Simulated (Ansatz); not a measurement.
Computed with DFT PBE, scalar-relativistic, plane waves, PAW (Ansatz 0.2.0). Settings: cutoff 420 eV, Γ-centred meshes spaced at most about 0.3 Å⁻¹, and about 0.25 Å⁻¹ or finer for metals (2π included), Gaussian smearing. No spin polarisation.

Temperature and zero-point effects are left out.

Compare these two cells of Mg2O, each relaxed at this level.

A.

```xyz
3
Lattice="3.0949 0.0000 0.0000 -1.5475 2.6803 0.0000 0.0000 0.0000 5.0124" Properties=species:S:1:pos:R:3 pbc="T T T"
Mg    0.0000    1.7868    1.2393
Mg    1.5475    0.8934    3.7732
O     0.0000    0.0000    0.0000
```

B.

```xyz
6
Lattice="3.0774 0.0000 0.0000 -1.5387 2.6651 0.0000 0.0000 0.0000 10.1026" Properties=species:S:1:pos:R:3 pbc="T T T"
Mg    0.0000    0.0000    0.0000
Mg    0.0000    1.7767    7.6365
Mg    1.5387    0.8884    2.4661
Mg    0.0000    0.0000    5.0513
O     0.0000    1.7767    1.2173
O     1.5387    0.8884    8.8853
```

Question: Which is lower in energy, and by how much?

Answer: B is lower, by 72 meV/atom. A has the anti-cadmium iodide type, space group P-3m1 (No. 164), 13.9 Å³/atom and no gap on its mesh; B has space group P-3m1 (No. 164), 13.8 Å³/atom and no gap. Counting O atoms around Mg (those within 1.25 times the shortest such distance or 1.15 times the sum of covalent radii; a plus sign parts nearer from farther groups; the shortest distance is added where it is long for a bond; a slash parts the counts of unlike sites), A has Mg 3 and B has Mg 3/6/6+6 from 4.2 Å. In A, Mg is surrounded by 3 O at 2.17 Å and 12 Mg at 3.06–3.10 Å; around O lie 6 Mg at 2.17 Å. In B, Mg on a site of symmetry -3m is surrounded by 6 O at 2.15 Å and 12 Mg at 3.04–3.08 Å; Mg on a site of symmetry 3m has 3 O at 2.17 Å and 12 Mg at 3.04–3.14 Å; O has 6 Mg at 2.15–2.17 Å; 1 more site not described. Both come from invented guesses.

Cells relaxed within their symmetry can be saddle points.

B's advantage of 72 meV/atom probably comes from how the magnesium is distributed, since oxygen has six Mg neighbours at nearly the same distances in both cells. In A every Mg is bound to oxygen on one side only. B instead has a thicker oxide slab, whose central Mg is surrounded by six O, and a separate Mg layer with no oxygen closer than 4.2 Å, too far for a bond. This amounts to a partial disproportionation into MgO-like and metal-like regions, in keeping with magnesium's strong preference for the oxidation state +II over +I.

Oxide ions take up only half of the magnesium valence electrons. The rest probably occupy Mg 3s–3p states spread between and along the metal-rich layers, which fits the absence of a gap in both cells.

The ordering suggests that further separation into MgO and Mg metal would lower the energy again, as the known chemistry of magnesium would lead one to expect. B's lower energy relative to A is therefore no evidence that Mg2O is a stable compound.
